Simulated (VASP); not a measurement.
# As (Pm-3m) in VASP: a series of runs

The runs below take As through density of states, electric field gradients, core levels, phonons, with LDA.

Everything below comes from runs of VASP 6.6.1. Logs are shortened: lines on timing, memory, paths and dates and some standing lists are left out, and cuts for length are marked.

**1. The crystal as given**

Symmetry: Pm-3m, No. 221, cubic system. The conventional cell has a = 2.704 Å, b = 2.704 Å, c = 2.704 Å, α = 90.00°, β = 90.00°, γ = 90.00°. As (site symmetry m-3m) is surrounded by 6 As at 2.70 Å.

This isn't the form of As at room conditions, which is rhombohedral.

**2. Density of states, LDA**

File POSCAR:

```
As
1.0
    2.7036817444      0.0000000000      0.0000000000
    0.0000000000      2.7036817444      0.0000000000
    0.0000000000      0.0000000000      2.7036817444
As
1
Direct
    0.5000000000      0.5000000000      0.5000000000
```

File INCAR.step1:

```
SYSTEM = As
  PREC = Accurate
  ENCUT = 520
  EDIFF = 1E-6
  ISMEAR = 0
  SIGMA = 0.02
  LREAL = .FALSE.
  LASPH = .TRUE.
  NELM = 100
  ALGO = Fast
  ISIF = 2
  LWAVE = .FALSE.
  LCHARG = .TRUE.
  NBANDS = 8
```

File KPOINTS.step1:

```
regular mesh
0
G
  10 10 10
  0 0 0
```

File INCAR.step2:

```
SYSTEM = As
  PREC = Accurate
  ENCUT = 520
  EDIFF = 1E-6
  ISMEAR = -5
  SIGMA = 0.02
  LREAL = .FALSE.
  LASPH = .TRUE.
  NELM = 100
  ALGO = Fast
  ISIF = 2
  LWAVE = .FALSE.
  LCHARG = .FALSE.
  LORBIT = 10
  NBANDS = 8
  NEDOS = 2001
  ICHARG = 11
```

File KPOINTS.step2:

```
regular mesh
0
G
  15 15 15
  0 0 0
```

Potentials or basis: VASP PAW LDA potentials, release 64 (As).

Started as:

```
> cat potpaw_LDA.64/As/POTCAR > POTCAR
> cp INCAR.step1 INCAR
> cp KPOINTS.step1 KPOINTS
> mpirun -np 1 vasp_std > vasp.out
> cp INCAR.step2 INCAR
> cp KPOINTS.step2 KPOINTS
> mpirun -np 1 vasp_std > vasp.out
```

OUTCAR:

```text
SYSTEM = As
   PREC = Accurate
   ENCUT = 520
   EDIFF = 1E-6
   ISMEAR = -5
   LREAL = .FALSE.
   LASPH = .TRUE.
   NELM = 100
   ISIF = 2
   LORBIT = 10
   ICHARG = 11

 ion  position               nearest neighbor table
   1  0.500  0.500  0.500-

  LATTYP: Found a simple cubic cell.
 ALAT       =     2.7036817444

  Lattice vectors:

 A1 = (   2.7036817444,   0.0000000000,   0.0000000000)
 A2 = (   0.0000000000,   2.7036817444,   0.0000000000)
 A3 = (   0.0000000000,   0.0000000000,   2.7036817444)

Analysis of symmetry for initial positions (statically):
=====================================================================
 Subroutine PRICEL returns:
 Original cell was already a primitive cell.

 Routine SETGRP: Setting up the symmetry group for a
 simple cubic supercell.

 Subroutine GETGRP returns: Found 48 space group operations
 (whereof 48 operations were pure point group operations)
 out of a pool of 48 trial point group operations.

The static configuration has the point symmetry O_h .

Analysis of symmetry for dynamics (positions and initial velocities):
=====================================================================
 Subroutine PRICEL returns:
 Original cell was already a primitive cell.

 Routine SETGRP: Setting up the symmetry group for a
 simple cubic supercell.

 Subroutine GETGRP returns: Found 48 space group operations
 (whereof 48 operations were pure point group operations)
 out of a pool of 48 trial point group operations.

The dynamic configuration has the point symmetry O_h .

 Subroutine INISYM returns: Found 48 space group operations
 (whereof 48 operations are pure point group operations),
 and found     1 'primitive' translations

----------------------------------------------------------------------------------------

                                     Primitive cell

  volume of cell :      19.7636

  direct lattice vectors                    reciprocal lattice vectors
     2.703681744  0.000000000  0.000000000     0.369866018  0.000000000  0.000000000
     0.000000000  2.703681744  0.000000000     0.000000000  0.369866018  0.000000000
     0.000000000  0.000000000  2.703681744     0.000000000  0.000000000  0.369866018

  length of vectors
     2.703681744  2.703681744  2.703681744     0.369866018  0.369866018  0.369866018

  position of ions in fractional coordinates (direct lattice)
     0.500000000  0.500000000  0.500000000

  ion indices of the primitive-cell ions
   primitive index   ion index
                 1           1

----------------------------------------------------------------------------------------

 KPOINTS: regular mesh

Automatic generation of k-mesh.
 Grid dimensions read from file:
 generate k-points for:   15   15   15

 Generating k-lattice:

  Cartesian coordinates                     Fractional coordinates (reciprocal lattice)
     0.024657735  0.000000000  0.000000000     0.066666667  0.000000000  0.000000000
     0.000000000  0.024657735  0.000000000     0.000000000  0.066666667  0.000000000
     0.000000000  0.000000000  0.024657735     0.000000000  0.000000000  0.066666667

  Length of vectors
     0.024657735  0.024657735  0.024657735

  Shift w.r.t. Gamma in fractional coordinates (k-lattice)
     0.000000000  0.000000000  0.000000000

 TETIRR: Found   1667 inequivalent tetrahedra from    20250

 Subroutine IBZKPT returns following result:
 ===========================================

 Found    120 irreducible k-points:

 Following reciprocal coordinates:
            Coordinates               Weight
  0.000000  0.000000  0.000000      1.000000
  0.066667  0.000000  0.000000      6.000000
  0.133333  0.000000  0.000000      6.000000
  0.200000  0.000000  0.000000      6.000000
  0.266667  0.000000  0.000000      6.000000
  0.333333  0.000000  0.000000      6.000000
[... 16 lines left out ...]
  0.266667  0.200000  0.000000     24.000000
  0.333333  0.200000  0.000000     24.000000
 [... further k-points ...]
   k-points           NKPTS =    120   k-points in BZ     NKDIM =    120   number of bands    NBANDS=      8
   number of dos      NEDOS =   2001   number of ions     NIONS =      1
   total plane-waves  NPLWV =   8000
   dimension x,y,z NGX =    20 NGY =   20 NGZ =   20
   dimension x,y,z NGXF=    40 NGYF=   40 NGZF=   40
   ions per type =               1
   NGX,Y,Z   is equivalent  to a cutoff of  12.30, 12.30, 12.30 a.u.
   NGXF,Y,Z  is equivalent  to a cutoff of  24.60, 24.60, 24.60 a.u.
 SYSTEM =  As
   PREC   = accura    normal or accurate (medium, high low for compatibility)
   ISTART =      0    job   : 0-new  1-cont  2-samecut
   ICHARG =     11    charge: 1-file 2-atom 10-const
   ISPIN  =      1    spin polarized calculation?
   LNONCOLLINEAR =      F non collinear calculations
   LSORBIT =      F    spin-orbit coupling
   LASPH  =      T    aspherical Exc in radial PAW
   ENCUT  =  520.0 eV  38.22 Ry    6.18 a.u.   5.03  5.03  5.03*2*pi/ulx,y,z
   NELM   =    100;   NELMIN=  2; NELMDL=  0     # of ELM steps
   EDIFF  = 0.1E-05   stopping-criterion for ELM
   LREAL  =      F    real-space projection
   EDIFFG = 0.1E-04   stopping-criterion for IOM
   NSW    =      0    number of steps for IOM
   IBRION =     -1    ionic relax: 0-MD 1-quasi-New 2-CG
   NFREE  =      0    steps in history (QN), initial steepest desc. (CG)
   ISIF   =      2    stress and relaxation
   ISYM   =      2    0-nonsym 1-usesym 2-fastsym
   POTIM  = 0.5000    time-step for ionic-motion
   TEBEG  =    0.0;   TEEND  =   0.0 temperature during run
   PSTRESS=    0.0 pullay stress
   NELECT =       5.0000    total number of electrons
   NUPDOWN=      -1.0000    fix difference up-down
   EMIN   =  10.00;   EMAX   =-10.00  energy-range for DOS
   EFERMI =   0.00;   METHOD = LEGACY
   ISMEAR =    -5;   SIGMA  =   0.02  broadening in eV -4-tet -1-fermi 0-gaus
   EFERMI_NEDOS =   21; number of points for ismear=-14 and -15
   IALGO  =     68    algorithm
   IMIX   =      4    mixing-type and parameters
     AMIX     =   0.40;   BMIX     =  1.00
     AMIX_MAG =   1.60;   BMIX_MAG =  1.00
  volume/ion in A,a.u.               =      19.76       133.37
  Fermi-wavevector in a.u.,A,eV,Ry     =   1.035403  1.956627 14.586243  1.072059
  Thomas-Fermi vector in A             =   2.169744
   LORBIT       =     10    0 simple, 1 ext, 2 COOP (PROOUT), +10 PAW based schemes
   GGA     = CA    functional components
   LHFCALC =     F    Hartree Fock is set to
   AEXX    =    0.0000 exact exchange contribution
   IVDW    =     0    specifies the selected vdW correction
   LEPSILON=     F    determine dielectric tensor
   LRPA    =     F    only Hartree local field effects (RPA)
 non-spin polarized calculation
 RMM-DIIS sequential band-by-band and
 Fermi weights with tetrahedron method with Bloechl corrections
  energy-cutoff  :      520.00
  volume of cell :       19.76
 maximum number of plane-waves:       549

 number of electron       5.0000001 magnetization

 Free energy of the ion-electron system (eV)
  ---------------------------------------------------
  ext. energy  EPLUGINS =         0.00000000
  ---------------------------------------------------
  free energy    TOTEN  =        -5.31412769 eV

  energy without entropy =       -5.31412769  energy(sigma->0) =       -5.31412769

 E-fermi :   5.9911     XC(G=0): -10.5876

 val. band max:        6.0538642429   @ k =   0.4000   0.2667   0.2667
 cond. band min:       5.9091968740   @ k =   0.2000   0.2000   0.0000
 fundamental gap:     -0.1446673689
 Fermi energy:         5.9910548803

 k-point     1 :       0.0000    0.0000    0.0000
  band No.  band energies     occupation
      1      -9.0392      2.00000
      2      10.0469      0.00000
      3      10.0469      0.00000
      4      10.0469      0.00000
      5      14.5286      0.00000
      6      14.5286      0.00000
      7      16.3607      0.00000
      8      30.8471      0.00000

 k-point     2 :       0.0667    0.0000    0.0000
  band No.  band energies     occupation
      1      -8.9574      2.00000
      2       8.9779      0.00000
      3      10.1188      0.00000
      4      10.1188      0.00000
      5      14.6021      0.00000
      6      15.2844      0.00000
      7      16.8899      0.00000
      8      29.4902      0.00000

 k-point     3 :       0.1333    0.0000    0.0000
  band No.  band energies     occupation
      1      -8.7139      2.00000
      2       7.0093      0.06164
      3      10.3301      0.00000
      4      10.3301      0.00000
      5      14.8203      0.00000
      6      15.9478      0.00000
      7      18.8244      0.00000
      8      27.5036      0.00000

 k-point     4 :       0.2000    0.0000    0.0000
  band No.  band energies     occupation
      1      -8.3152      2.00000
      2       4.9702      1.91354
      3      10.6661      0.00000
      4      10.6661      0.00000
      5      15.1760      0.00000
      6      16.4449      0.00000
      7      21.3076      0.00000
      8      25.6058      0.00000

 k-point     5 :       0.2667    0.0000    0.0000
  band No.  band energies     occupation
      1      -7.7763      2.00000
      2       3.0561      2.00000
      3      11.0981      0.00000
      4      11.0981      0.00000
      5      15.6521      0.00000
      6      17.0410      0.00000
      7      23.3347      0.00000
      8      23.9022      0.00000
[... 177 lines left out ...]
 k-point    22 :       0.2000    0.2000    0.0000
  band No.  band energies     occupation
      1      -7.5912      2.00000
      2       5.3984      1.95864
      3       5.9092      0.39190
      4      11.2808      0.00000
      5      16.4241      0.00000
      6      19.1444      0.00000
      7      21.8813      0.00000
      8      23.1972      0.00000

 k-point    23 :       0.2667    0.2000    0.0000
  band No.  band energies     occupation
      1      -7.0520      2.00000
      2       3.7161      2.00000
      3       6.1720      0.45412
      4      11.7090      0.00000
      5      16.6243      0.00000
      6      17.9556      0.00000
      7      22.8494      0.00000
      8      24.4856      0.00000

 k-point    24 :       0.3333    0.2000    0.0000
  band No.  band energies     occupation
      1      -6.4068      2.00000
      2       2.0329      2.00000
      3       6.7189      0.17641
      4      12.1801      0.00000
      5      15.7636      0.00000
      6      18.0096      0.00000
      7      23.0864      0.00000
      8      23.2022      0.00000

 [... further k-points ...]
[... 5 lines left out ...]
  --------------------------------------------------------------------------------------
  -------------------------------------------------------------------------------------
  Total       -0.3783909     -0.3783909     -0.3783909      0.0000000      0.0000000     -0.0000000
  in kB      -30.6749952    -30.6749952    -30.6749952      0.0000000      0.0000000     -0.0000000
  external PRESSURE =     -30.6749952 kB  Pullay stress =       0.0000000 kB

 VOLUME and BASIS-vectors are now :
 -----------------------------------------------------------------------------
  energy-cutoff  :      520.00
  volume of cell :       19.76
      direct lattice vectors                 reciprocal lattice vectors
     2.703681744  0.000000000  0.000000000     0.369866018  0.000000000  0.000000000
     0.000000000  2.703681744  0.000000000     0.000000000  0.369866018  0.000000000
     0.000000000  0.000000000  2.703681744     0.000000000  0.000000000  0.369866018

 POSITION                                       TOTAL-FORCE (eV/Angst)
 -----------------------------------------------------------------------------------
      1.35184      1.35184      1.35184         0.000000      0.000000      0.000000
 -----------------------------------------------------------------------------------
    total drift:                                0.000000     -0.000000      0.000000

  FREE ENERGIE OF THE ION-ELECTRON SYSTEM (eV)
  ---------------------------------------------------
  free  energy   TOTEN  =        -5.3141276919 eV

  energy  without entropy=       -5.3141276919  energy(sigma->0) =       -5.31412769

 total charge

# of ion       s       p       d       tot
------------------------------------------
    1        1.304   1.335   0.055   2.693
```

It took 8.6 s on 1 thread of Intel Xeon 6975P-C (Granite Rapids), shared host; peak memory 0.12 GiB.

What came out:

```
Valence electrons inside the program's atomic spheres : As 2.69
```

Levels at points of the mesh, in eV from the Fermi level:
```
           k point  band 1  band 2  band 3  band 4  band 5  band 6  band 7
(0.00, 0.00, 0.00)  -15.03    4.06    4.06    4.06    8.54    8.54   10.37
```

States per cell in windows of 0.5 eV (zero at the Fermi level; states under -8 eV left out):
| from (eV) | total | As1_p | As1_s | As1_d |
| --- | --- | --- | --- | --- |
| -8.0 | 0.05 | 0.00 | 0.03 | 0.00 |
| -7.5 | 0.03 | 0.00 | 0.02 | 0.00 |
| -7.0 | 0.05 | 0.01 | 0.01 | 0.00 |
| -6.5 | 0.11 | 0.03 | 0.01 | 0.00 |
| -6.0 | 0.13 | 0.05 | 0.01 | 0.00 |
| -5.5 | 0.17 | 0.07 | 0.01 | 0.00 |
| -5.0 | 0.20 | 0.08 | 0.01 | 0.00 |
| -4.5 | 0.28 | 0.12 | 0.01 | 0.00 |
| -4.0 | 0.31 | 0.13 | 0.01 | 0.00 |
| -3.5 | 0.29 | 0.12 | 0.01 | 0.00 |
| -3.0 | 0.29 | 0.13 | 0.01 | 0.00 |
| -2.5 | 0.28 | 0.12 | 0.01 | 0.01 |
| -2.0 | 0.26 | 0.11 | 0.01 | 0.01 |
| -1.5 | 0.25 | 0.11 | 0.02 | 0.01 |
| -1.0 | 0.22 | 0.10 | 0.02 | 0.01 |
| -0.5 | 0.21 | 0.09 | 0.02 | 0.01 |
| 0.0 | 0.21 | 0.09 | 0.02 | 0.01 |
| 0.5 | 0.19 | 0.08 | 0.02 | 0.01 |
| 1.0 | 0.22 | 0.10 | 0.02 | 0.01 |
| 1.5 | 0.21 | 0.09 | 0.02 | 0.01 |
| 2.0 | 0.21 | 0.10 | 0.02 | 0.01 |
| 2.5 | 0.22 | 0.10 | 0.01 | 0.01 |
| 3.0 | 0.26 | 0.11 | 0.01 | 0.01 |
| 3.5 | 0.31 | 0.13 | 0.01 | 0.02 |
| 4.0 | 0.32 | 0.14 | 0.01 | 0.02 |
| 4.5 | 0.32 | 0.13 | 0.01 | 0.02 |
| 5.0 | 0.35 | 0.14 | 0.01 | 0.03 |
| 5.5 | 0.34 | 0.14 | 0.01 | 0.03 |
| 6.0 | 0.31 | 0.12 | 0.00 | 0.03 |
| 6.5 | 0.22 | 0.07 | 0.00 | 0.02 |
| 7.0 | 0.22 | 0.07 | 0.00 | 0.03 |
| 7.5 | 0.22 | 0.06 | 0.00 | 0.03 |

Caveat: tetrahedron occupations give inexact forces and stress in metals.

**3. Electric field gradients, LDA**

File INCAR:

```
PREC     = Accurate       # precision mode
ENCUT    = 520            # plane-wave cutoff, eV
EDIFF    = 1E-8           # SCF threshold, eV
ISMEAR   = 0              # smearing method
SIGMA    = 0.02           # smearing width, eV
LREAL    = False          # projectors in reciprocal space
LASPH    = True           # aspherical terms in the spheres
NELM     = 60             # most SCF steps
ALGO     = Fast           # electronic algorithm
ISIF     = 2              # what is computed and relaxed
LWAVE    = False          # write WAVECAR
LCHARG   = False          # write CHGCAR
LEFG     = True
```

File KPOINTS:

```
regular mesh
0
Gamma
  10 10 10
```

POSCAR is that of step 2.

Potentials or basis: VASP PAW LDA potentials, release 64 (As).

Started as:

```
> cat potpaw_LDA.64/As/POTCAR > POTCAR
> mpirun -np 1 vasp_std > vasp.out
```

OUTCAR:

```text
PREC = Accurate
   ENCUT = 520
   EDIFF = 1E-8
   ISMEAR = 0
   LREAL = False
   LASPH = True
   NELM = 60
   ISIF = 2

 ion  position               nearest neighbor table
   1  0.500  0.500  0.500-

  LATTYP: Found a simple cubic cell.
 ALAT       =     2.7036817444

  Lattice vectors:

 A1 = (   2.7036817444,   0.0000000000,   0.0000000000)
 A2 = (   0.0000000000,   2.7036817444,   0.0000000000)
 A3 = (   0.0000000000,   0.0000000000,   2.7036817444)

Analysis of symmetry for initial positions (statically):
[... 421 lines left out ...]
    total drift:                                0.000000      0.000000      0.000000

  FREE ENERGIE OF THE ION-ELECTRON SYSTEM (eV)
  ---------------------------------------------------
  free  energy   TOTEN  =        -5.3293124479 eV

  energy  without entropy=       -5.3292859100  energy(sigma->0) =       -5.32929918

 Electric field gradients (V/A^2)
---------------------------------------------------------------------
 ion       V_xx      V_yy      V_zz      V_xy      V_xz      V_yz
---------------------------------------------------------------------
   1       0.000     0.000     0.000    -0.000    -0.000     0.000
---------------------------------------------------------------------

 Electric field gradients after diagonalization (V/A^2)
 (convention: |V_zz| > |V_xx| > |V_yy|)
----------------------------------------------------------------------
 ion       V_xx      V_yy      V_zz     asymmetry (V_yy - V_xx)/ V_zz
----------------------------------------------------------------------
   1       0.000     0.000     0.000      -0.322
----------------------------------------------------------------------

           NMR quadrupolar parameters

 Cq : quadrupolar parameter    Cq=e*Q*V_zz/h
 eta: asymmetry parameters     (V_yy - V_xx)/ V_zz
 Q  : nuclear electric quadrupole moment in mb (millibarn)
----------------------------------------------------------------------
 ion       Cq(MHz)       eta       Q (mb)
----------------------------------------------------------------------
   1       0.000      -0.322       1.000
----------------------------------------------------------------------
```

OSZICAR:

```text
N       E                     dE             d eps       ncg     rms          rms(c)
DAV:   1     0.108611691549E+02    0.10861E+02   -0.20692E+03   672   0.611E+02
DAV:   2    -0.506327436335E+01   -0.15924E+02   -0.15380E+02   894   0.825E+01
DAV:   3    -0.533575773542E+01   -0.27248E+00   -0.27178E+00   792   0.146E+01
DAV:   4    -0.533624060312E+01   -0.48287E-03   -0.48287E-03  1032   0.704E-01
DAV:   5    -0.533624093602E+01   -0.33290E-06   -0.33292E-06   804   0.116E-02    0.224E+00
RMM:   6    -0.533191523625E+01    0.43257E-02   -0.36590E-04   677   0.204E-01    0.133E+00
RMM:   7    -0.532930083957E+01    0.26144E-02   -0.10348E-03   703   0.342E-01    0.704E-02
RMM:   8    -0.532931217091E+01   -0.11331E-04   -0.22500E-05   739   0.597E-02    0.467E-03
RMM:   9    -0.532931244974E+01   -0.27883E-06   -0.18644E-06   771   0.158E-02    0.126E-03
RMM:  10    -0.532931244297E+01    0.67654E-08   -0.17130E-07   786   0.490E-03    0.591E-04
RMM:  11    -0.532931244795E+01   -0.49722E-08   -0.27533E-08   697   0.168E-03
   1 F= -.53293124E+01 E0= -.53292992E+01  d E =-.265379E-04
```

stdout:

```text
POSCAR found type information on POSCAR As
 POSCAR found :  1 types and       1 ions
 scaLAPACK will be used
 LDA part: xc-table for (Slater(with rela. corr.)+CA(PZ))
 , standard interpolation
 POSCAR, INCAR and KPOINTS ok, starting setup
 FFT: planning ... GRIDC
 FFT: planning ... GRID_SOFT
 FFT: planning ... GRID
 WAVECAR not read
 entering main loop
ion   1
```

Run time: 4.2 s. Hardware: 1 thread of Intel Xeon 6975P-C (Granite Rapids), shared host; peak memory 0.11 GiB.

What came out:

```
Free energy            : -5.3293 eV
Pressure               : -2.8 GPa
Band gap on the k mesh : none (metal or under the smearing width)
```

Electric field gradients, principal values (V/Å²):
| atom | Vxx | Vyy | Vzz |
| --- | --- | --- | --- |
| 1 As | 0.000 | 0.000 | 0.000 |

[end of part 1 of 2]
